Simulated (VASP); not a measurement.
Write the native input for VASP 6.6.1 that does the following.

- Task: single point
- Functional: HSE06
- Potentials or basis: VASP PAW PBE potentials, release 64 (Ir, O)
- Cutoff: 450 eV
- k mesh: 3 × 3 × 4
- Occupations: gaussian, width 0.05 eV
- Spin: collinear spin, ferromagnetic start
- Starting moments: [0.6, 0.6, 0.0, 0.0, 0.0, 0.0] μB
- Grid for exact exchange (PRECFOCK): Fast
- Screening parameter: 0.2 1/A
- Further INCAR settings: ALGO = Normal; EDIFF = 1e-07

IrO2:

```
Ir O
1.0
     4.49900    0.00000    0.00000
     0.00000    4.49900    0.00000
     0.00000    0.00000    3.14600
Ir O
2 4
Direct
  0.00000 0.00000 0.00000
  0.50000 0.50000 0.50000
  0.31100 0.31100 0.00000
  0.18900 0.81100 0.50000
  0.68900 0.68900 0.00000
  0.81100 0.18900 0.50000
```

These files were run (other wordings do the same):

POSCAR

```
IrO2
1.0
    4.4990002600      0.0000000000      0.0000000000
    0.0000000000      4.4990002600      0.0000000000
    0.0000000000      0.0000000000      3.1460001800
Ir O
2 4
Direct
    0.0000000000      0.0000000000      0.0000000000
    0.5000000000      0.5000000000      0.5000000000
    0.3110000000      0.3110000000      0.0000000000
    0.1890000000      0.8110000000      0.5000000000
    0.6890000000      0.6890000000      0.0000000000
    0.8110000000      0.1890000000      0.5000000000
```

INCAR.step1

```
ALGO = Normal
EDIFF = 1E-5
ENCUT = 450
GGA = PE
ISIF = 2
ISMEAR = 0
ISPIN = 2
LASPH = True
LCHARG = False
LMAXMIX = 4
LORBIT = 11
LREAL = False
LWAVE = True
MAGMOM = 0.6 0.6 0 0 0 0
NELM = 80
PREC = Accurate
SIGMA = 0.05
```

INCAR.step2

```
ALGO = Normal
EDIFF = 1E-7
ENCUT = 450
GGA = PE
HFSCREEN = 0.2
ISIF = 2
ISMEAR = 0
ISPIN = 2
ISTART = 1
LASPH = True
LCHARG = False
LHFCALC = True
LMAXMIX = 4
LORBIT = 11
LREAL = False
LWAVE = False
MAGMOM = 0.6 0.6 0 0 0 0
NELM = 80
PREC = Accurate
PRECFOCK = Fast
SIGMA = 0.05
```

KPOINTS

```
k-points
0
Gamma
  3 3 4
```

Potentials or basis: VASP PAW PBE potentials, release 64 (Ir, O).

Run with:

```sh
$ cat potpaw_PBE.64/Ir/POTCAR potpaw_PBE.64/O/POTCAR > POTCAR
$ cp INCAR.step1 INCAR
$ mpirun -np 1 vasp_std > vasp.out
$ cp INCAR.step2 INCAR
$ mpirun -np 1 vasp_std > vasp.out
```

Results of the run:

```yaml
Largest_force: 0.692 eV/Å
Band_gap_on_the_k_mesh: none (metal or under the smearing width)
Net_moment: 0.17 μB per cell
Site_moments: Ir +0.05; O +0.01 μB
Valence_electrons_inside_the_program's_atomic_spheres: Ir 8.34; O 5.06
```

Caveat: the k mesh is coarse (spacing up to 0.50 Å⁻¹), so the values aren't converged, least of all with exact exchange; the PAW data sets were made with another functional, which shifts forces and pressure a little.

It took 21 min on 1 thread of Intel(R) Xeon(R) Platinum 8488C (Sapphire Rapids), with other jobs on the host, peak memory 0.29 GiB.
